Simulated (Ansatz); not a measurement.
The system is Hf.

```xyz
1
Lattice="0.0000 2.2200 2.2200 2.2200 0.0000 2.2200 2.2200 2.2200 0.0000" Properties=species:S:1:pos:R:3 pbc="T T T"
Hf    0.0000    0.0000    0.0000
```

This isn't the form of Hf at room conditions, which is hcp.

```yaml
Program: Ansatz 0.2.0
Task: relaxation of cell and atoms
Functional: BLYP
Potentials_or_basis: Ansatz PAW
Cutoff: "420 eV (not typed: the program's choice for these potentials)"
k_mesh: 10 × 10 × 10
Occupations: fermi-dirac, width 0.05 eV
Spin: no spin polarisation
```

At the start: volume 21.88 Å³/atom.

Where does the relaxation end?

It ends after 4 steps and the volume is 23.10 Å³/atom (+5.6 %); space group Fm-3m (No. 225, to 0.05 Å).

Step by step:
| step | energy change (eV) | largest force (eV/Å) | volume (Å³) |
| --- | --- | --- | --- |
| 1 | 0.0000 | 0.0000 | 21.88 |
| 2 | -0.0213 | 0.0000 | 23.22 |
| 3 | -0.0215 | 0.0000 | 23.10 |
| 4 | -0.0218 | 0.0000 | 23.10 |

Final structure:
```
Hf
1.0
     0.00000    2.26050    2.26050
     2.26050    0.00000    2.26050
     2.26050    2.26050    0.00000
Hf
1
Direct
  0.00000 0.00000 0.00000
```

Caveat: the plane-wave basis is chosen anew once the cell has moved, so the energies of steps on either side of that aren't comparable; the PAW data sets come from PBE, with cores solved anew for the run's functional, which leaves a small shift of forces and pressure.
